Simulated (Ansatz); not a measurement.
HfO₂: Quadrupolar parameters

The cell is an entry of the Crystallography Open Database (COD) whose atoms were relaxed with PBE, the cell held.

```cif
data_HfO2
_symmetry_space_group_name_H-M 'P2_1/c'
_symmetry_Int_Tables_number 14
_cell_length_a 5.1501
_cell_length_b 5.1852
_cell_length_c 5.3418
_cell_angle_alpha 90.000
_cell_angle_beta 98.948
_cell_angle_gamma 90.000
loop_
_atom_site_label
_atom_site_type_symbol
_atom_site_symmetry_multiplicity
_atom_site_Wyckoff_symbol
_atom_site_fract_x
_atom_site_fract_y
_atom_site_fract_z
Hf Hf 4 e 0.2756 0.0416 0.2085
O5 O 4 e 0.0681 0.3288 0.3488
O9 O 4 e 0.4488 0.7574 0.4767
```

One atom of each set is listed.

Method: Kohn–Sham DFT in Ansatz, r2SCAN, plane waves and PAW (field gradients read without the response of the frozen cores, which leaves them typically 4 to 6 % off), scalar-relativistic, 500 eV cutoff, Γ-centred 5×5×5 k-points, Fermi–Dirac smearing 0.02 eV.

Conventions: |V_zz| ≥ |V_yy| ≥ |V_xx|, η = (V_xx − V_yy)/V_zz, C_Q = eQV_zz/h.

177Hf: I = 7/2, Q = 3365 mb; ¹⁷O: I = 5/2, Q = -25.58 mb. Nuclear quadrupole moments: year-2017 set (Pyykkö).

**Question.** Which values are expected at the nuclei?

**Answer.** 

| site | atoms | first shell | V_zz (10²¹ V/m²) | η | C_Q (MHz) |
| --- | --- | --- | --- | --- | --- |
| Hf | 4 | 7 O at 2.04–2.28 Å | 10.95 | 0.29 | 891 |
| O5 | 4 | 3 Hf at 2.04–2.16 Å | -1.29 | 0.93 | 0.800 |
| O9 | 4 | 4 Hf at 2.15–2.28 Å | 1.09 | 0.84 | -0.677 |

At this cell the principal stresses reach 6 GPa in size with r2SCAN, which can matter for small gradients. Without spin–orbit coupling the gradients at and beside Hf can be off by some per cent, at some sites by more.

Hardware: 1 thread of AMD EPYC 9R14 (Zen 4) (x86_64; 16 cores open to the job, memory cap 3.0 GiB, no GPU), a shared host with a load of 0.1 a core. Wall time 38 s, CPU time 37 s, peak memory 0.95 GiB.
